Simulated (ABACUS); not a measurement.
Gd:

```
Gd
1.0
     0.00000    2.58582    2.58582
     2.58582    0.00000    2.58582
     2.58582    2.58582    0.00000
Gd
1
Direct
  0.00000 0.00000 0.00000
```

This isn't the form of Gd at room conditions, which is hcp.

* Program: ABACUS 3.10.1
* Task: single point
* Functional: PBE
* Potentials or basis: PseudoDojo NC SR 0.4.1 PBE standard, lanthanides 3+ (f in core)
* Cutoff: 1361 eV
* Density cutoff: 5442 eV
* Basis: DZP LCAO (the cutoffs set its grid)
* k mesh: 9 × 9 × 9
* Occupations: fermi-dirac, width 0.05 eV
* Spin: collinear spin, ferromagnetic start
* Starting moments: [1.0] μB

On this cell: net moment 0.00 μB per cell; band gap on the k mesh none (metal or under the smearing width).

The same run follows on a disturbed copy (cell strained at random at fixed volume):

```
Gd
1.0
    -0.00885    2.53625    2.57003
     2.55559   -0.02978    2.59096
     2.58316    2.58475   -0.05735
Gd
1
Direct
  0.99376 0.98723 0.01668
```

Task: What does the disturbed cell give?

Result: The energy (extrapolated to zero smearing) moves by +3.0 meV/atom; net moment 0.00 μB per cell; band gap on the k mesh none (metal or under the smearing width).

Caveats: the atomic orbitals were generated for these runs and aren't a published set; all typed moments are zero, and the program then starts from 1 μB on every atom; spin-orbit coupling is left out, which moves the levels of the heavy elements; the 4f electrons are frozen in the core as for a trivalent ion, so they carry no moment and show no levels; the basis of atomic orbitals isn't converged, which shifts pressures, moduli and gaps.
